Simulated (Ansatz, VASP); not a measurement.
# One calculation of KF (Carobbiite), two programs

```
K F
1.0
     0.00000    2.70701    2.70701
     2.70701    0.00000    2.70701
     2.70701    2.70701    0.00000
K F
1 1
Direct
  0.00000 0.00000 0.00000
  0.50000 0.50000 0.50000
```

Change from the starting cell: volume scaled by 1.04.

Alike in both runs: task single point; functional PBEsol; k mesh 9 × 9 × 9; occupations fermi-dirac, width 0.05 eV; no spin polarisation.

|  | VASP | Ansatz |
| --- | --- | --- |
| version | VASP 6.6.1 | Ansatz 0.2.0 |
| potentials or method | VASP PAW PBE potentials, release 64 (K_sv, F) | Ansatz PAW |
| plane-wave cutoff (eV) | 520 | 420 |
| valence electrons in the cell | 16 | 16 |

|  | VASP | Ansatz | Ansatz less VASP |
| --- | --- | --- | --- |
| gap on the k mesh at the Fermi level (eV) | 5.84 | 5.86 | +0.015 |
| least direct gap on the mesh (eV) | 5.84 | 5.86 | +0.015 |
| pressure (GPa) | -1.7 | -1.7 | -0.01 |

Caveats: the PAW data sets were made with another functional, which shifts forces and pressure a little (VASP); an odd mesh through Γ misses points on the zone boundary, where band edges often lie (VASP); odd divisions of the mesh miss points on the zone boundary, where band edges often lie, so the gap on the mesh can be too wide (Ansatz); the pressure holds a Pulay correction of +0.3 GPa for the finite cutoff (Ansatz); the PAW data sets come from PBE, with cores solved anew for the run's functional, which leaves a small shift of forces and pressure (Ansatz).
